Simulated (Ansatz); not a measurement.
Ansatz input file:

```yaml
crystal:
  lattice:
    - [2.4709374099, 0.0322828845, -0.0855607588]
    - [-1.2075109069, 2.156031869, -0.0855645236]
    - [-0.2352056, -0.4074, 6.7330319]
  atoms:
    - { symbol: C, position: [-0.0408361156, 0.037883494, 0.010323149] }
    - { symbol: C, position: [0.037883494, -0.0408361156, 0.510323149] }
    - { symbol: C, position: [0.3155450043, 0.6874076172, -0.005323149] }
    - { symbol: C, position: [0.6874076172, 0.3155450043, 0.494676851] }
basis:
  ecutwfc: 420
kpoints:
  mp_grid: { grid: [16, 16, 6] }
hamiltonian:
  xc: pbesol
scf:
  occupations: { method: gaussian, width: 0.1 }
output:
  forces: true
  stress: true
  eigenvalues: true
  populations: true
```

Launched with
```bash
ansatz run input.yaml --threads 1 --pin off --max-ram 1331MiB --backend cpu --events-out ev --progress --plain --runs-dir out
```

Theory: Ansatz, DFT PBEsol, scalar-relativistic, plane waves, PAW.

Part of what the program printed, abridged (iterations and final results):

```
SCF iter   1: F=—  HF=-986.142741 eV  |F-HF|=—  |Δ(HF+E_count)|=         —  Δρ=3.64e-3  dr2=2.83e-3  ethr=1.77e-3  ⟨swp⟩=5.2  Hψ=27020  notcnv=0
SCF iter   2: F=—  HF=-986.143104 eV  |F-HF|=—  |Δ(HF+E_count)|=   3.63e-4  Δρ=1.55e-3  dr2=3.98e-4  ethr=1.77e-5  ⟨swp⟩=2.4  Hψ=11626  notcnv=0
SCF iter   3: F=—  HF=-986.143324 eV  |F-HF|=—  |Δ(HF+E_count)|=   2.21e-4  Δρ=2.14e-4  dr2=5.42e-6  ethr=2.49e-6  ⟨swp⟩=2.9  Hψ=8541  notcnv=0
SCF iter   4: F=—  HF=-986.143337 eV  |F-HF|=—  |Δ(HF+E_count)|=   1.22e-5  Δρ=2.58e-5  dr2=1.18e-7  ethr=3.39e-8  ⟨swp⟩=2.5  Hψ=8249  notcnv=0
SCF iter   5: F=-986.143337 eV  HF=-986.143337 eV  |F-HF|=4.75e-9  |Δ(HF+E_count)|=   3.02e-7  Δρ=5.13e-6  dr2=1.04e-8  ethr=7.37e-10  ⟨swp⟩=2.0  Hψ=8309  notcnv=0
SCF iter   6: F=-986.143337 eV  HF=-986.143337 eV  |F-HF|=4.09e-10  |Δ(HF+E_count)|=  9.34e-10  Δρ=1.16e-6  dr2=1.88e-10  ethr=6.49e-11  ⟨swp⟩=2.1  Hψ=17499  notcnv=0
SCF 1 converged in 6 iterations: F = -986.143337 eV  dr2 = 1.88e-10
SCF converged after 6 iterations
Free energy (F): -986.143337 eV
Harris-Foulkes:  -986.143337 eV  (|F-HF|=4.09e-10)
Internal energy: -986.143146 eV  (E = F + TS)
E sigma→0 (E₀):  -986.143241 eV
Entropy (-TS):   -0.000191 eV (-0.048 meV/atom)
Fermi energy:    6.813245 eV
--- Per-component energies (eV) ---
  E_band       = -35.673685
  E_kinetic    = 358.277859
  E_local      = -592.325569  (includes V_loc(G=0)·N_el)
  E_nonlocal   = 108.606078
  E_hartree    = 175.891759
  E_xc         = -189.045265
  E_vxc        = -234.902008  (∫ρ·V_xc dr)
  E_paw        = -381.363218  (= ΣΔE_a)
  E_vpaw       = -27.113633  (= ΣTr[D̂ρ^β])
  E_aug_tail   = 0.000032  (compensation charges beyond the density's cutoff)
  E_ewald      = -466.269223
  E_core_change = 0.084402  (= ΣΔE_core)
  E_smearing   = -0.000191  (= −TS)
--- Forces (eV/Å), atoms counted from 1 ---
  atom   1  C      3.67243946    -0.86782123    -1.78898281
  atom   2  C     -2.58777495     2.74651541    -1.78898258
  atom   3  C     -3.66939367     0.86606260     1.78899293
  atom   4  C      2.58472904    -2.74475699     1.78899271
--- Stress (GPa, compression-positive) ---
      -10.776505      -5.634969       1.331846
       -5.634969     -17.283207       2.306824
        1.331847       2.306826      -0.115297
  P = ⅓ Tr σ = -9.3917 GPa (-93.917 kbar)
--- Band table (eV; the first three rows and the last of 418) ---
  k-point 0: bands = ["-12.6418", "-12.3157", "-1.6909", "0.4231", "2.5311", "2.5339", "5.1722", "5.1960", "10.6526", "13.5400", "13.5999", "16.1488"]
  k-point 1: bands = ["-12.6214", "-12.3391", "-1.5727", "0.2465", "2.5314", "2.5338", "5.1737", "5.1947", "11.0006", "13.5439", "13.5961", "16.1397"]
  k-point 2: bands = ["-12.5646", "-12.4018", "-1.2377", "-0.2003", "2.5320", "2.5337", "5.1785", "5.1907", "11.9542", "13.5549", "13.5849", "14.8506"]
  k-point 417: bands = ["-7.3129", "-7.3129", "-5.6443", "-5.6443", "-0.3771", "-0.3771", "4.1332", "4.1332", "9.1007", "9.1007", "12.7439", "12.7439"]
--- Löwdin populations: 4 sites ---
  site symbol q [e]
     0      C      3.9665
     1      C      3.9665
     2      C      3.9700
     3      C      3.9700
  spilling = 0.007936 (of n_electrons = 16.000000)
```

The calculation finished and met its thresholds.

The cell holds layers, and where no dispersion correction was added their binding is poorly described.